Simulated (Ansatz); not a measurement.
# Photoemission of C(111) with F on 25 % of the top atoms and H on the rest, part 2 of 3

Wanted: the XPS lines and the band structure of C(111) with F on 25 % of the top atoms and H on the rest.

Ansatz 0.2.0; DFT, PBE, plane-wave PAW, default files, scalar-relativistic.

So far: Starting point; Layer-resolved bands, DOS and potential.

## (2) Layer-resolved bands, DOS and potential (continued)

A(k,E), top over k along the path and E. Zero: valence-band maximum.

Values in eV⁻¹, 12 rows by 16 columns, each cell a mean:
```
0.14 0.15 0.22 0.33 0.41 0.52 0.71 0.58 0.35 0.39 0.59 0.42 0.37 0.22 0.17 0.15
0.16 0.13 0.18 0.46 0.53 0.37 0.39 0.39 0.43 0.61 0.30 0.23 0.27 0.15 0.10 0.15
0.01 0.03 0.02 0.03 0.26 0.53 0.53 0.54 0.46 0.15 0.12 0.10 0.08 0.06 0.05 0.01
0.00 0.00 0.01 0.01 0.02 0.06 0.12 0.09 0.04 0.02 0.01 0.01 0.02 0.01 0.01 0.00
0.00 0.00 0.00 0.01 0.01 0.02 0.03 0.02 0.02 0.01 0.01 0.01 0.01 0.00 0.00 0.00
0.00 0.00 0.00 0.01 0.01 0.02 0.05 0.04 0.02 0.01 0.01 0.01 0.01 0.01 0.00 0.00
0.01 0.01 0.01 0.01 0.03 0.20 0.42 0.36 0.11 0.02 0.01 0.01 0.01 0.01 0.01 0.01
0.02 0.02 0.04 0.13 0.28 0.69 0.95 0.89 0.51 0.24 0.06 0.04 0.04 0.03 0.02 0.02
0.05 0.08 0.20 0.19 0.51 0.65 0.42 0.50 0.63 0.48 0.42 0.34 0.26 0.14 0.08 0.06
0.28 0.34 0.30 0.56 0.62 0.33 0.12 0.17 0.48 0.49 0.48 0.43 0.43 0.43 0.34 0.27
0.56 0.48 0.56 0.63 0.67 0.44 0.37 0.38 0.55 0.65 0.61 0.57 0.59 0.54 0.47 0.56
0.41 0.32 0.44 0.44 0.31 0.13 0.13 0.14 0.17 0.36 0.30 0.45 0.48 0.53 0.53 0.43
```
Columns: k along the path (Å⁻¹) from 0 to 3.93; rows upwards: E (eV) from -6.25 to 7.15.

A(k,E), middle over k along the path and E. Zero: valence-band maximum.

Ten even steps from '0' (0.00 eV⁻¹) to '9' (1.23 eV⁻¹), each cell a mean:
```
112101234568995211112211221221
000000001112222221112333432000
000000011111111112221245310000
000000000000000001112221000000
000000000000000000010000000000
000000000000000000000000000000
000000000000000000000000000000
000000000000000000000000000000
000000000000000000000000000000
000000000000000000000000000000
000000000000000000000000000000
000000000014751000000000000000
000000000155246410000000000000
000000013543334442000000000000
000001333556975546510000000000
000023124449698421475211000000
000320143372014651113666521000
012101433520002346111122353210
233225544500000335741111123332
753234335322222233455432112247
432243233100000031213555322244
111221232000000003121122334421
```
Columns: k along the path (Å⁻¹) from 0 to 3.93; rows upwards: E (eV) from -6.25 to 7.15.

A(k,E), bottom over k along the path and E. Zero: valence-band maximum.

Ten even steps from '_' (0.00 eV⁻¹) to '@' (1.25 eV⁻¹), each cell a mean:
```
++++++==....----======**##**==::::----====++====--....==++++
______--++....::..::::......::--::::::::==**++======--..____
________==++....::..::::::::::..::--::--++------::__________
__________==**__..::..........::::..::**--....______________
____________--**..__..::::::....__--##::____________________
______________--##--..________..****..______________________
________________..**##**==++####--__________________________
____________________..--++==::______________________________
____________________________________________________________
____________________________________________________________
____________________________________________________________
______________________--++==..______________________________
__________________..==++--==++--____________________________
______________..::==++##@@@@**----..________________________
____________::::--++%%**++++%%%%====--..____________________
________..::..::==**==--::--====++----==--..________________
______....__..====----______..====--==::--======--..________
____....__..==--==--..________..----::--==--::::----::..____
::::------++**++==--__________::======----======--::------::
%%**--::--========----------------==----============----++%%
====----++==::--::______________..::::....::------++==--====
..::..====::==::__________________::::::..::::..::--**++::..
```
Columns: k along the path (Å⁻¹) from 0 to 3.93; rows upwards: E (eV) from -6.25 to 7.15.

Peaks of A(k,E) at the labelled points: for each region the eleven nearest the zero at most, each over 6 % of that point's highest, less those above the energy where the solved bands run out; weight and spread sum the levels within three half widths or 0.3 eV, so near peaks share levels. Peaks of the spectral function, the first 40 of 103 rows:

| point | weight on | E (eV) | A (1/eV) | weight near the peak | rms spread of levels (eV) |
| --- | --- | --- | --- | --- | --- |
| K | total | -6.07 | 0.865 | 0.666 | 0.19 |
| K | total | -5.69 | 1.225 | 0.954 | 0.252 |
| K | total | -5.43 | 1.298 | 1.708 | 0.286 |
| K | total | -4.93 | 3.737 | 2.083 | 0.091 |
| K | total | -4.37 | 2.006 | 1.083 | 0.166 |
| K | total | -3.29 | 0.485 | 0.248 | 0.1 |
| K | total | 5.55 | 0.541 | 0.26 | 0.125 |
| K | total | 5.99 | 0.296 | 0.331 | 0.207 |
| K | top | -6.07 | 0.493 | 0.41 | 0.191 |
| K | top | -5.69 | 0.619 | 0.53 | 0.247 |
| K | top | -4.87 | 0.592 | 0.387 | 0.242 |
| K | top | -4.35 | 1.027 | 0.558 | 0.101 |
| K | top | -3.31 | 0.359 | 0.211 | 0.11 |
| K | top | -2.01 | 0.078 | 0.039 | 0.141 |
| K | top | 5.55 | 0.358 | 0.179 | 0.132 |
| K | top | 5.99 | 0.206 | 0.238 | 0.214 |
| K | middle | -6.05 | 0.174 | 0.086 | 0.178 |
| K | middle | -5.41 | 0.489 | 0.445 | 0.218 |
| K | middle | -4.89 | 1.406 | 0.788 | 0.098 |
| K | middle | -4.43 | 0.638 | 0.511 | 0.261 |
| K | middle | -3.29 | 0.094 | 0.035 | 0.074 |
| K | middle | 5.55 | 0.149 | 0.07 | 0.088 |
| K | bottom | -5.69 | 0.367 | 0.199 | 0.215 |
| K | bottom | -4.97 | 1.859 | 1.033 | 0.081 |
| K | bottom | -4.35 | 0.397 | 0.143 | 0.076 |
| Γ | total | -4.87 | 2.107 | 1.047 | 0.065 |
| Γ | total | -3.99 | 0.324 | 0.095 | 0 |
| Γ | total | -1.97 | 4.498 | 1.983 | 0 |
| Γ | total | -1.45 | 2.871 | 2.921 | 0.195 |
| Γ | total | -1.05 | 4.626 | 2.921 | 0.195 |
| Γ | total | -0.01 | 4.365 | 1.989 | 0 |
| Γ | total | 2.89 | 2.206 | 0.997 | 0 |
| Γ | total | 4.03 | 1.961 | 1.696 | 0.218 |
| Γ | total | 4.45 | 2.246 | 1.696 | 0.218 |
| Γ | total | 5.23 | 1.212 | 1.314 | 0.187 |
| Γ | total | 5.63 | 2.391 | 1.391 | 0.189 |
| Γ | top | -5.57 | 0.211 | 0.094 | 0.094 |
| Γ | top | -4.85 | 0.854 | 0.467 | 0.097 |
| Γ | top | -3.99 | 0.25 | 0.095 | 0 |
| Γ | top | -2.77 | 0.195 | 0.066 | 0.087 |

The DOS has structure finer than the step of the table below, so its rows give means over 1 eV, whole bins alone (the curve runs from -27.0 to 7.98 eV). Peaks (eV: height): total -5.1: 12.3, -4.8: 15.8, -4.5: 15.4, 7.2: 13.8; C 2p -5.6: 9.85, -4.8: 12.4, -4.5: 11.2, -2.8: 10.3; C 2s -15.5: 5.04, -14.6: 6.23, -13.5: 3.71, -10.9: 3.53; F 2p -8.2: 1.21, -5.1: 1.44, -4.5: 1.71, -3.5: 1.34; H 1s -4.8: 1.47, -4.3: 1.81, 5.8: 1.45, 7.7: 1.10.

DOS against E, zero at the valence-band maximum; means over each step; values in states/eV/cell:

| E (eV) | total | C 2p | C 2s | F 2p | H 1s | F 2s |
| --- | --- | --- | --- | --- | --- | --- |
| -26 | 0.00133 | 1.4e-4 | 1.0e-4 | 2.2e-5 | 4.4e-6 | 0.00106 |
| -25 | 2.00 | 0.207 | 0.152 | 0.0337 | 0.00632 | 1.60 |
| -24 | 0 | 0 | 0 | 0 | 0 | 0 |
| -23 | 0 | 0 | 0 | 0 | 0 | 0 |
| -22 | 0 | 0 | 0 | 0 | 0 | 0 |
| -21 | 0.0193 | 0.00209 | 0.0164 | 9.1e-6 | 5.5e-4 | 1.1e-4 |
| -20 | 1.04 | 0.208 | 0.799 | 5.2e-4 | 0.0231 | 0.00531 |
| -19 | 1.49 | 0.441 | 0.989 | 0.00139 | 0.0361 | 0.00931 |
| -18 | 2.61 | 0.883 | 1.62 | 0.00374 | 0.0714 | 0.0168 |
| -17 | 2.81 | 1.06 | 1.65 | 0.00535 | 0.0662 | 0.0142 |
| -16 | 4.26 | 1.56 | 2.51 | 0.0120 | 0.120 | 0.0231 |
| -15 | 4.31 | 1.62 | 2.51 | 0.0170 | 0.117 | 0.0203 |
| -14 | 3.46 | 1.35 | 1.95 | 0.0195 | 0.111 | 0.0145 |
| -13 | 3.27 | 1.40 | 1.66 | 0.0278 | 0.149 | 0.0138 |
| -12 | 3.84 | 2.29 | 1.31 | 0.0383 | 0.159 | 0.0117 |
| -11 | 6.01 | 3.81 | 1.75 | 0.0989 | 0.268 | 0.0308 |
| -10 | 4.79 | 2.91 | 1.47 | 0.121 | 0.231 | 0.0236 |
| -9 | 3.12 | 2.02 | 0.741 | 0.156 | 0.161 | 0.0161 |
| -8 | 9.15 | 6.46 | 1.15 | 0.744 | 0.668 | 0.0536 |
| -7 | 7.30 | 5.69 | 0.683 | 0.431 | 0.450 | 0.00600 |
| -6 | 10.1 | 8.11 | 0.663 | 0.684 | 0.554 | 0.00214 |
| -5 | 11.2 | 8.54 | 0.575 | 1.09 | 0.941 | 0.00211 |
| -4 | 11.1 | 8.58 | 0.371 | 1.25 | 0.842 | 9.3e-4 |
| -3 | 9.13 | 8.01 | 0.192 | 0.545 | 0.356 | 8.2e-4 |
| -2 | 6.05 | 5.38 | 0.113 | 0.135 | 0.409 | 3.2e-4 |
| -1 | 2.56 | 2.35 | 0.0532 | 0.0302 | 0.118 | 4.7e-5 |
| 0 | 0.448 | 0.443 | 3.2e-4 | 0.00186 | 4.0e-5 | 0 |
| 1 | 0 | 0 | 0 | 0 | 0 | 0 |
| 2 | 0 | 0 | 0 | 0 | 0 | 0 |
| 3 | 0.782 | 0.0967 | 0.0345 | 6.0e-4 | 0.167 | 7.7e-5 |
| 4 | 1.87 | 0.282 | 0.145 | 0.0161 | 0.406 | 0.00870 |
| 5 | 4.68 | 1.17 | 0.561 | 0.113 | 0.651 | 0.0393 |
| 6 | 8.55 | 2.56 | 1.34 | 0.106 | 0.953 | 0.0266 |
| 7 | 11.5 | 4.62 | 1.56 | 0.0606 | 0.719 | 0.0143 |

Simulated valence spectra by photon energy, shown to 13 eV, since a deeper line would dwarf them at some energies; the 100 % can be that line's tail at the edge; this run's widths, added to any smearing of the DOS itself: Gaussian 0.2 eV, Lorentzian 0.1 eV. Table of intensity by binding energy, zero at the valence-band maximum; values in % of the maximum within 13 eV:

| binding energy (eV) | 21.2 eV | 40.8 eV | 60 eV | 1486.7 eV | 5950 eV |
| --- | --- | --- | --- | --- | --- |
| -1.0 | 0.404 | 0.360 | 0.329 | 0.210 | 0.155 |
| -0.5 | 0.651 | 0.557 | 0.496 | 0.274 | 0.190 |
| 0.0 | 4.30 | 3.29 | 2.71 | 0.828 | 0.373 |
| 0.5 | 6.31 | 4.89 | 4.07 | 1.70 | 1.05 |
| 1.0 | 14.8 | 11.5 | 9.56 | 3.35 | 1.79 |
| 1.5 | 38.9 | 30.4 | 25.4 | 9.88 | 5.76 |
| 2.0 | 45.6 | 36.4 | 30.8 | 11.3 | 6.12 |
| 2.5 | 60.7 | 50.5 | 44.0 | 18.5 | 10.7 |
| 3.0 | 62.7 | 54.6 | 49.2 | 18.8 | 9.16 |
| 3.5 | 69.3 | 70.1 | 69.6 | 33.8 | 18.3 |
| 4.0 | 84.0 | 84.7 | 84.1 | 39.1 | 20.1 |
| 4.5 | 97.9 | 97.7 | 97.8 | 54.5 | 32.9 |
| 5.0 | 83.5 | 80.5 | 78.5 | 46.5 | 30.3 |
| 5.5 | 67.6 | 65.6 | 63.7 | 36.9 | 23.9 |
| 6.0 | 69.8 | 61.5 | 56.5 | 41.1 | 31.6 |
| 6.5 | 59.6 | 60.8 | 61.4 | 40.8 | 27.8 |
| 7.0 | 47.0 | 42.6 | 39.7 | 35.3 | 29.2 |
| 7.5 | 60.7 | 55.1 | 51.2 | 48.8 | 41.6 |
| 8.0 | 59.8 | 60.2 | 60.2 | 65.9 | 57.8 |
| 8.5 | 43.1 | 46.1 | 47.2 | 55.1 | 49.7 |
| 9.0 | 26.9 | 26.3 | 25.9 | 49.4 | 48.0 |
| 9.5 | 7.18 | 7.09 | 6.96 | 13.1 | 12.8 |
| 10.0 | 39.4 | 38.0 | 37.5 | 86.6 | 86.3 |
| 10.5 | 27.9 | 26.6 | 26.0 | 58.3 | 58.3 |
| 11.0 | 38.7 | 38.3 | 37.4 | 89.3 | 89.5 |
| 11.5 | - | 32.7 | 32.1 | 81.4 | 82.1 |
| 12.0 | - | 14.2 | 13.7 | 32.9 | 33.0 |
| 12.5 | - | 12.0 | 12.4 | 39.3 | 40.0 |

Maxima picked by a test of local sharpness, so broad peaks and shoulders can be missing; peaks within 0.45 eV of a curve's cut are left out. Valence peaks, by row, the first 40 of 69 rows:

| photon energy (eV) | binding energy (eV) | height (% of the maximum within 13 eV) | main shell | its share (%) |
| --- | --- | --- | --- | --- |
| 21.2 | 10.1 | 41.84 | C 2p | 82.45 |
| 21.2 | 9.096 | 32.22 | C 2p | 83.65 |
| 21.2 | 8.246 | 65.77 | C 2p | 79.81 |
| 21.2 | 7.546 | 61.78 | C 2p | 85.83 |
| 21.2 | 7.196 | 54.38 | C 2p | 87.79 |
| 21.2 | 5.646 | 77.36 | C 2p | 86.8 |
| 21.2 | 4.796 | 94.01 | C 2p | 82.66 |
| 21.2 | 4.396 | 100 | C 2p | 78.55 |
| 21.2 | 3.396 | 73.77 | C 2p | 87.45 |
| 21.2 | 2.796 | 69.95 | C 2p | 91.78 |
| 21.2 | 2.046 | 46.09 | C 2p | 92.33 |
| 21.2 | 1.496 | 39.5 | C 2p | 90.09 |
| 21.2 | 0.8462 | 18.28 | C 2p | 97.16 |
| 40.8 | 14.6 | 35.5 | C 2p | 48.32 |
| 40.8 | 11.6 | 34.72 | C 2p | 66.66 |
| 40.8 | 10.9 | 44.17 | C 2p | 68.56 |
| 40.8 | 10.1 | 40.74 | C 2p | 64.07 |
| 40.8 | 9.096 | 31.28 | C 2p | 65.64 |
| 40.8 | 8.246 | 71.02 | C 2p | 57.23 |
| 40.8 | 7.546 | 56.36 | C 2p | 72.43 |
| 40.8 | 7.196 | 48.97 | C 2p | 73.99 |
| 40.8 | 6.346 | 65.7 | C 2p | 61.55 |
| 40.8 | 5.646 | 71.43 | C 2p | 71.19 |
| 40.8 | 4.396 | 100 | C 2p | 58.85 |
| 40.8 | 3.446 | 72.96 | C 2p | 65.34 |
| 40.8 | 2.796 | 60.12 | C 2p | 80.91 |
| 40.8 | 2.046 | 36.93 | C 2p | 87.23 |
| 60 | 25.15 | 50.61 | F 2s | 81.24 |
| 60 | 14.6 | 38.87 | C 2s | 60.61 |
| 60 | 11.6 | 34 | C 2p | 54.11 |
| 60 | 10.9 | 42.84 | C 2p | 56.21 |
| 60 | 10.1 | 40.51 | C 2p | 51.23 |
| 60 | 8.246 | 73.25 | C 2p | 44.12 |
| 60 | 7.546 | 52.56 | C 2p | 61.75 |
| 60 | 7.196 | 45.46 | C 2p | 63.37 |
| 60 | 6.396 | 65.85 | C 2p | 47.76 |
| 60 | 5.596 | 67.51 | C 2p | 58.08 |
| 60 | 4.396 | 100 | F 2p | 47.41 |
| 60 | 3.446 | 71.91 | C 2p | 52.72 |
| 60 | 2.796 | 53.59 | C 2p | 72.17 |

From the valence-band maximum. The planar mean, electrostatic potential by z:

| z (Å) | planar mean, electrostatic potential (eV) |
| --- | --- |
| 0.0 | 4.40 |
| 0.5 | 4.08 |
| 1.0 | 3.76 |
| 1.5 | 3.69 |
| 2.0 | 3.69 |
| 2.5 | 3.69 |
| 3.0 | 3.69 |
| 3.5 | 3.69 |
| 4.0 | 3.69 |
| 4.5 | 3.69 |
| 5.0 | 3.68 |
| 5.5 | 3.63 |
| 6.0 | 3.42 |
| 6.5 | 2.43 |
| 7.0 | -1.28 |
| 7.5 | -1.54 |
| 8.0 | -14.5 |
| 8.5 | -19.1 |
| 9.0 | -7.57 |
| 9.5 | -1.51 |
| 10.0 | -13.3 |
| 10.5 | -19.8 |
| 11.0 | -9.36 |
| 11.5 | -1.23 |
| 12.0 | -11.7 |
| 12.5 | -20.3 |
| 13.0 | -10.4 |
| 13.5 | -0.313 |
| 14.0 | -1.33 |
| 14.5 | 2.38 |
| 15.0 | 4.72 |
| 15.5 | 4.99 |
| 16.0 | 5.02 |
| 16.5 | 5.03 |
| 17.0 | 5.03 |
| 17.5 | 5.03 |
| 18.0 | 5.03 |
| 18.5 | 5.03 |
| 19.0 | 5.03 |
| 19.5 | 5.03 |
| 20.0 | 5.03 |
| 20.5 | 4.73 |

The intensity has structure finer than the step of the table below, so its rows give means over 1 eV, whole bins alone (the curve runs from -27.0 to 1.38 eV). Peaks (eV: height): F K -8.2: 63.2, -6.4: 61.1, -4.4: 99.7; F K, E along x -6.3: 69.3, -4.4: 146; F K, E along y -6.3: 69.3, -4.4: 146; F K, E along z -10.2: 35.3, -8.2: 155, -6.6: 54.3; C K -7.5: 66.1, -5.7: 84.7, -4.4: 99.9, -3.4: 81.2.

Shapes are the site's partial DOS without matrix elements, which overweights lines from ligand s bands. The intensity by emission energy less the core level's binding energy, zero at the valence-band maximum; means over each step; 7 of 8 lines; values in % of the unpolarised maximum:

| emission energy less the core level's binding energy (eV) | F K | F K, E along x | F K, E along y | F K, E along z | C K | C K, E along x | C K, E along y |
| --- | --- | --- | --- | --- | --- | --- | --- |
| -26 | 0.245 | 0.0317 | 0.0317 | 0.673 | 0.123 | 0.0579 | 0.0579 |
| -25 | 2.03 | 0.0350 | 0.0350 | 6.03 | 1.89 | 0.518 | 0.518 |
| -24 | 0.119 | 0.0389 | 0.0389 | 0.280 | 0.0756 | 0.0562 | 0.0562 |
| -23 | 0.0655 | 0.0435 | 0.0435 | 0.109 | 0.0662 | 0.0627 | 0.0627 |
| -22 | 0.0627 | 0.0491 | 0.0491 | 0.0900 | 0.0831 | 0.0823 | 0.0823 |
| -21 | 0.0714 | 0.0560 | 0.0560 | 0.102 | 0.189 | 0.157 | 0.157 |
| -20 | 0.114 | 0.0682 | 0.0682 | 0.207 | 2.15 | 2.01 | 2.01 |
| -19 | 0.195 | 0.0883 | 0.0883 | 0.408 | 4.56 | 4.69 | 4.69 |
| -18 | 0.354 | 0.133 | 0.133 | 0.796 | 8.33 | 8.58 | 8.58 |
| -17 | 0.511 | 0.189 | 0.189 | 1.15 | 10.3 | 11.6 | 11.6 |
| -16 | 0.948 | 0.304 | 0.304 | 2.24 | 14.8 | 15.8 | 15.8 |
| -15 | 1.32 | 0.438 | 0.438 | 3.09 | 15.2 | 17.0 | 17.0 |
| -14 | 1.64 | 0.525 | 0.525 | 3.88 | 13.7 | 15.8 | 15.8 |
| -13 | 2.25 | 0.516 | 0.516 | 5.71 | 14.0 | 17.0 | 17.0 |
| -12 | 3.25 | 1.11 | 1.11 | 7.52 | 21.8 | 25.6 | 25.6 |
| -11 | 7.46 | 2.15 | 2.15 | 18.1 | 36.7 | 33.1 | 33.1 |
| -10 | 9.16 | 2.76 | 2.76 | 22.0 | 28.6 | 26.1 | 26.1 |
| -9 | 15.2 | 4.76 | 4.76 | 36.2 | 21.9 | 24.4 | 24.4 |
| -8 | 46.4 | 17.2 | 17.2 | 105 | 59.6 | 51.6 | 51.6 |
| -7 | 33.3 | 29.0 | 29.0 | 42.0 | 55.9 | 53.6 | 53.6 |
| -6 | 47.8 | 55.6 | 55.6 | 32.1 | 75.9 | 76.6 | 76.6 |
| -5 | 74.4 | 102 | 102 | 20.2 | 83.4 | 78.1 | 78.1 |
| -4 | 82.8 | 122 | 122 | 4.83 | 82.8 | 79.6 | 79.6 |
| -3 | 38.4 | 55.0 | 55.0 | 5.02 | 75.4 | 77.3 | 77.3 |
| -2 | 11.3 | 14.3 | 14.3 | 5.36 | 51.8 | 49.9 | 49.9 |
| -1 | 3.16 | 3.57 | 3.57 | 2.34 | 22.7 | 26.8 | 26.8 |
| 0 | 0.813 | 1.06 | 1.06 | 0.315 | 5.05 | 7.20 | 7.20 |

Sums over each group's atoms; left-over states aren't shared out by site. Site centres, by row:

| group | element | shell | occupied states | centre of occupied part (eV) | centre up to the window's top (eV) |
| --- | --- | --- | --- | --- | --- |
| adsorbate | F | 2s | 1.863 | -23.32 | -21.95 |
| adsorbate | F | 2p | 5.444 | -5.86 | -5.212 |
| adsorbate | H | 1s | 2.445 | -6.944 | -2.137 |
| layer 1 | C | 2s | 3.872 | -13.31 | -9.683 |
| layer 1 | C | 2p | 12.21 | -7.021 | -4.752 |
| layer 2 | C | 2s | 3.767 | -13.26 | -10.45 |
| layer 2 | C | 2p | 12.13 | -7.057 | -5.39 |
| layer 3 | C | 2s | 3.797 | -13.16 | -10.05 |
| layer 3 | C | 2p | 12.15 | -7.046 | -5.222 |
| middle | C | 2s | 3.789 | -13.19 | -10.19 |
| middle | C | 2p | 12.16 | -7.059 | -5.319 |
| other layers | C | 2s | 7.7 | -13.08 | -9.602 |
| other layers | C | 2p | 24.67 | -6.759 | -4.893 |
| other layers | H | 1s | 3.413 | -7.158 | -2.453 |

Recipe: projected DOS times atomic cross section and asymmetry factor (unpolarised light, 60° from the beam), occupied states only, Fermi edge at 20 K, a Lorentzian width of 0.1 eV growing by 0 eV per eV of binding energy, and a resolution of 0.2 eV. Each atom is damped by exp[−depth/(λ cos θ)], θ = 0° from the normal, λ from the universal curve. Curves are cut 10 eV under the photon energy, above any shell that the free atom's threshold puts out of reach, or at the lower edge of the window: 11.2 eV at 21.2 eV, 27 eV at 40.8 eV, 27 eV at 60 eV, 27 eV at 1486.7 eV and 27 eV at 5950 eV. Matrix elements of the solid and inelastic losses aren't modelled, nor non-dipole terms, which matter above 3 keV.

Share of each shell in the spectrum's area (%), by photon energy:

| shell | 21.2 eV | 40.8 eV | 60 eV | 1486.7 eV | 5950 eV |
| --- | --- | --- | --- | --- | --- |
| F 2s | 0.0 | 1.0 | 3.0 | 26.6 | 33.2 |
| F 2p | 7.2 | 19.0 | 25.8 | 6.4 | 2.0 |
| H 1s | 5.1 | 2.2 | 1.4 | 0.2 | 0.1 |
| C 2s | 2.3 | 13.7 | 19.0 | 61.4 | 63.3 |
| C 2p | 85.4 | 64.1 | 50.9 | 5.6 | 1.4 |

(Continued in part 3 of 3.)

[Logs are printed without paths, hosts, clocks, repeated set-up lines and the standing remarks that a program may print on its own settings, such as how far it seeks lower states.]

[Hosts, paths, dates, database ids (printed as entryN), source tags and the programs' standing remarks are cut or masked in the printed files.]

[Maps of the electrostatic potential energy from Ansatz leave out the sawtooth potential of an applied field or a dipole correction, so their vacuum need not be flat; work functions include it.]
